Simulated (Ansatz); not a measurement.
# TiAl: the cost of one run

Computed with Ansatz 0.2.0 (DFT PBE, scalar-relativistic, plane waves, PAW, unless a step's input says otherwise).

2 further runs of the same task are left out: 2 set aside as unsound or not needed.

**1. The structure to begin with**

Symmetry: P4/mmm, No. 123, tetragonal system. The conventional cell has a = 2.822 Å, b = 2.822 Å, c = 4.077 Å, α = 90.00°, β = 90.00°, γ = 90.00°. Ti (site symmetry 4/mmm) is surrounded by 4 Ti at 2.82 Å and 8 Al at 2.85 Å. Around Al (site symmetry 4/mmm) lie 4 Al at 2.82 Å and 8 Ti at 2.85 Å.

Coordinates:

```cif
data_structure
_symmetry_space_group_name_H-M 'P 1'
_symmetry_Int_Tables_number 1
_cell_length_a 2.8221
_cell_length_b 2.8221
_cell_length_c 4.0768
_cell_angle_alpha 90.000
_cell_angle_beta 90.000
_cell_angle_gamma 90.000
_cell_volume 32.47
loop_
_atom_site_label
_atom_site_type_symbol
_atom_site_fract_x
_atom_site_fract_y
_atom_site_fract_z
_atom_site_occupancy
Ti1 Ti 0.00000 0.00000 0.00000 1
Al1 Al 0.50000 0.50000 0.50000 1
```

It is the result of an earlier relaxation at this level (volume 16.23 Å³/atom; gap on the mesh: none (metal)).

**2. Zero of energy**

Reference values: F = -3037.9897 eV; pressure 0.03 GPa; largest force 0.000 eV/Å; gap on the mesh none (metal). It was computed beforehand with the settings of the runs below.

**3. Setting up energy and stress against strain**

The cell is strained by ε times the Voigt pattern (1, 0, 0, 0, 0, 0) (xx, yy, zz, yz, xz, xy; engineering shear), with fractional coordinates fixed (clamped ions). The stress on the pattern is the sum of the stress components weighted by it, tension positive.

**4. Point ε = -0.0400**

input.yaml reads:

```yaml
crystal:
  lattice:
    - [2.7092077492, 0.0, 0.0]
    - [0.0, 2.8220914054, 0.0]
    - [0.0, 0.0, 4.0767651251]
  atoms:
    - { symbol: Ti, position: [0.0, 0.0, 0.0] }
    - { symbol: Al, position: [0.5, 0.5, 0.5] }
basis:
  ecutwfc: 420
kpoints:
  mp_grid: { grid: [22, 22, 16] }
hamiltonian:
  xc: pbe
scf:
  occupations: { method: gaussian, width: 0.15 }
output:
  forces: true
  stress: true
  eigenvalues: true
```

On the command line:

```bash
> ansatz run input.yaml --threads 1 --pin off --max-ram 2560MiB --backend cpu --events-out ev --progress --plain --runs-dir out
```

**Question.** How long does this run take on 1 thread of Intel Xeon 6975P-C (Granite Rapids), shared host, and how much memory does it need?

About 14 s, with a peak of 0.73 GiB.
